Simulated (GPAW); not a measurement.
Input of a GPAW 26.7.0 run:

Contents of run.py:

```python
from ase.dft.bandgap import bandgap
from ase.io import read, write
from ase.units import GPa
from gpaw import GPAW, PW

atoms = read('POSCAR')

calc = GPAW(mode=PW(650),
            xc='PBE',
            kpts={'size': (8, 8, 8), 'gamma': True},
            occupations={'name': 'fermi-dirac', 'width': 0.05},
            nbands=11,
            maxiter=120,
            txt='gpaw.txt')
atoms.calc = calc
energy = atoms.get_potential_energy()
forces = atoms.get_forces()
stress = atoms.get_stress()
calc.write('gs.gpw')
write('result.traj', atoms)
print(f'Energy: {energy:.6f} eV')
print('Forces (eV/A):')
print(forces.round(4))
print('Stress (GPa):', (stress / GPa).round(3))
print('Fermi level:', round(calc.get_fermi_level(), 4), 'eV')
print(f'Gap: {bandgap(calc)[0]:.4f} eV, direct: {bandgap(calc, direct=True)[0]:.4f} eV')
```

The input POSCAR:

```
GaN
1.0
    0.0000000000      2.2535006075      2.2535006075
    2.2535006075      0.0000000000      2.2535006075
    2.2535006075      2.2535006075      0.0000000000
Ga N
1 1
Direct
    0.0000000000      0.0000000000      0.0000000000
    0.2500000000      0.2500000000      0.2500000000
```

Potentials or basis: GPAW PAW data sets (gpaw-data 1.2.1), pw.

Run with:

```console
$ OMP_NUM_THREADS=1 python run.py
```

Task: Estimate the pressure.

Result: 9.6 GPa.

Task: What does it give for the band gap on the k mesh?

Result: 1.83 eV, direct.

Caveat: the cutoff is short for stress and forces, so pressures can be off by a GPa or more.

**Experimental background.**

A printed reference work, textbook reports, for a bulk crystal of GaN at 0 K: band gap 3.299 eV (direct).

A measured gap of GaN is 3.299 eV (direct; 0 K; a printed reference work, textbook); the calculated 1.83 eV misses it by -1.47 eV. Spin-orbit coupling on Ga is left out. The value is that of PBE, without temperature or zero-point motion. Semilocal functionals fall short of measured gaps as a rule. The cell is a database's relaxed one, not the measured one, which moves gaps too.
